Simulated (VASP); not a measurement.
# From an Ansatz input to VASP: CaO (strained rocksalt)

Ansatz input

```yaml
crystal:
  lattice:
    - [0.0, 2.3256236101, 2.4370317782]
    - [2.3256236101, 0.0, 2.4370317782]
    - [2.3256236101, 2.3256236101, 0.0]
  atoms:
    - { symbol: Ca, position: [0.0, 0.0, 0.0] }
    - { symbol: O, position: [0.5, 0.5, 0.5] }
kpoints:
  mp_grid: { grid: [10, 10, 10] }
  band_path:
    path:
      - [0.0, 0.0, 0.0]
      - [0.5, 0.0, 0.5]
      - [0.625, 0.25, 0.625]
      - [0.375, 0.375, 0.75]
      - [0.5, 0.5, 0.5]
      - [0.5, 0.25, 0.75]
      - [0.0, 0.5, 0.5]
    npoints: 1
hamiltonian:
  xc: r2scan
scf:
  occupations: { method: fixed }
  n_extra_bands: 4
output:
  forces: true
  stress: true
  eigenvalues: true
  write_density: true
  write_potential: true
  elf: true
  volumetric_format: npy
```

Task: Which VASP files do the same job?

Result: 

INCAR

```
EDIFF = 1E-7
NSW = 0
ALGO = Normal
LASPH = .TRUE.
SIGMA = 0.01
ISMEAR = 0
ISIF = 2
IBRION = -1
ENCUT = 520
LCHARG = .FALSE.
LWAVE = .FALSE.
PREC = Accurate
NELM = 120
NBANDS = 15
LREAL = .FALSE.
METAGGA = R2SCAN
```

KPOINTS

```
KPOINTS created by Atomic Simulation Environment
0
Gamma
10 10 10
0 0 0
```

KPOINTS_OPT

```
special points
7
Reciprocal
0.0000000000 0.0000000000 0.0000000000 1
0.5000000000 0.0000000000 0.5000000000 1
0.6250000000 0.2500000000 0.6250000000 1
0.3750000000 0.3750000000 0.7500000000 1
0.5000000000 0.5000000000 0.5000000000 1
0.5000000000 0.2500000000 0.7500000000 1
0.0000000000 0.5000000000 0.5000000000 1
```

POSCAR

```
Ca O
 1.0000000000000000
     0.0000000000000000    2.3256236101000001    2.4370317782000002
     2.3256236101000001    0.0000000000000000    2.4370317782000002
     2.3256236101000001    2.3256236101000001    0.0000000000000000
 Ca  O
   1   1
Cartesian
  0.0000000000000000  0.0000000000000000  0.0000000000000000
  2.3256236101000001  2.3256236101000001  2.4370317782000002
```

VASP ran with the recommended PBE PAW datasets (16 valence electrons in the cell). Other inputs would serve too.

```tsv
	Ansatz	VASP
gap between bands v and c	4.10 eV	4.08 eV
least direct gap	4.48 eV	4.46 eV
pressure	6.4 GPa	7.6 GPa
```

The two codes use different PAW datasets and cutoffs. VASP's cell holds 16 valence electrons and Ansatz's 16. Ansatz's stress includes a Pulay correction; VASP's doesn't.
